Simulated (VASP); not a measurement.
An input for Ansatz (written as the equivalent of a VASP run, and not itself run):

Ansatz 0.2 input:
```yaml
crystal:
  lattice:
    - [0.0000000, 3.0700000, 3.0700000]
    - [3.0700000, 0.0000000, 3.0700000]
    - [3.0700000, 3.0700000, 0.0000000]
  atoms:
    - { symbol: Al, position: [0.0000000, 0.0000000, 0.0000000] }
    - { symbol: Sb, position: [0.2500000, 0.2500000, 0.2500000] }
kpoints:
  mp_grid: { grid: [7, 7, 7] }
hamiltonian:
  xc: pbesol
  pseudopotentials: { kind: paw }
scf:
  occupations: { method: gaussian, width: 0.05 }
  max_iter: 100
relax:
  max_steps: 60
  f_tol: 0.01
  cell: {}
output: { forces: true, stress: true, eigenvalues: true }
```

### Question
Translate this input to VASP (INCAR, KPOINTS, POSCAR, choice of POTCAR).

### Answer
One answer among several that fit: 
File KPOINTS:
```
Automatic mesh
0
Gamma
7 7 7
0 0 0
```

POSCAR:
```
AlSb
1.0
  0.0000000000   3.0700000000   3.0700000000
  3.0700000000   0.0000000000   3.0700000000
  3.0700000000   3.0700000000   0.0000000000
Al Sb
1 1
direct
  0.0000000000   0.0000000000   0.0000000000
  0.2500000000   0.2500000000   0.2500000000
```

**INCAR**
```
ALGO = Normal
EDIFF = 1E-6
EDIFFG = -0.01
ENCUT = 400
GGA = PS
IBRION = 2
ISIF = 3
ISMEAR = 0
LASPH = .TRUE.
LCHARG = .FALSE.
LMAXMIX = 4
LREAL = .FALSE.
LWAVE = .FALSE.
NELM = 100
NSW = 60
PREC = Accurate
SIGMA = 0.05
SYSTEM = AlSb
```

POTCAR, in this order: Al Sb (PBE.64 set). Program: vasp_std.

The two are equivalent in intent, not identical: each code has its own PAW files, so the cut-off isn't converted (ENCUT is set for VASP's; basis.ecutwfc is left out, and Ansatz then takes the one that its files recommend); Ansatz stops its SCF on the density residual and VASP on the energy change (EDIFF).

The compound is AlSb in the zinc blende structure. This run relaxes it. Symmetry was kept, so distortions that lower it aren't found.
